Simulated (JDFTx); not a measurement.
BaH2 under changes of volume

One of the cells (17.401 Å³/atom); the others are scaled copies at fixed shape and fractional positions:

```
CELL_PARAMETERS angstrom
4.46203 0.00000 0.00000
-2.23101 3.86423 0.00000
0.00000 0.00000 6.05529
ATOMIC_POSITIONS crystal
Ba 0.33333 0.66667 0.25000
Ba 0.66667 0.33333 0.75000
H 0.00000 0.00000 0.00000
H 0.00000 0.00000 0.50000
H 0.66667 0.33333 0.25000
H 0.33333 0.66667 0.75000
```

The cell comes from a database or a generator and needn't be the stable form of this composition.

| Quantity | Value |
| --- | --- |
| Program | JDFTx 1.7.0 (patched build) |
| Functional | PBEsol |
| Potentials or basis | PseudoDojo-SR-PBEsol-0.4.1-standard with smoothed tails |
| Cutoff | 980 eV |
| Density cutoff | 7837 eV |
| k mesh | 7 × 7 × 5 |
| Occupations | fermi-dirac, width 0.05 eV |
| Spin | no spin polarisation |

| volume (Å³/atom) | energy over the lowest point (meV/atom) | pressure (GPa) | gap on the mesh (eV) |
| --- | --- | --- | --- |
| 16.357 | 0.00 | 0.1 | 1.73 |
| 16.705 | 0.69 | -0.7 | 1.72 |
| 17.053 | 2.97 | -1.4 | 1.71 |
| 17.401 | 6.69 | -2.0 | 1.70 |
| 17.749 | ? | ? | ? |
| 18.097 | 17.88 | -3.1 | 1.68 |
| 18.445 | 25.13 | -3.6 | 1.68 |

Task: What does the run at 17.749 Å³/atom give?

Result: Energy over the lowest point 11.70 meV/atom; pressure -2.6 GPa; gap on the mesh 1.69 eV.

Worked out: A Birch-Murnaghan fit of order 3 (a polynomial in V^(-2/3)) to the other rows has its minimum at 16.39 Å³/atom with B0 = V·E''(V) = 38 GPa and B' = 3.8 at fixed shape and positions, which overstates the stiffness. It gives 11.70 meV/atom at 17.749 Å³/atom, against the run's 11.70, and -dE/dV = -2.6 GPa, against -2.6. A straight line through the other rows of the gap, of slope -0.442 eV per unit of ln V, gives 1.69 eV, against the run's 1.69.

Energies are extrapolated to zero smearing.

Caveats: this release of the barium file is off; spin-orbit coupling is left out, which moves the levels of the heavy elements; an odd mesh through Γ misses points on the zone boundary, where band edges often lie.
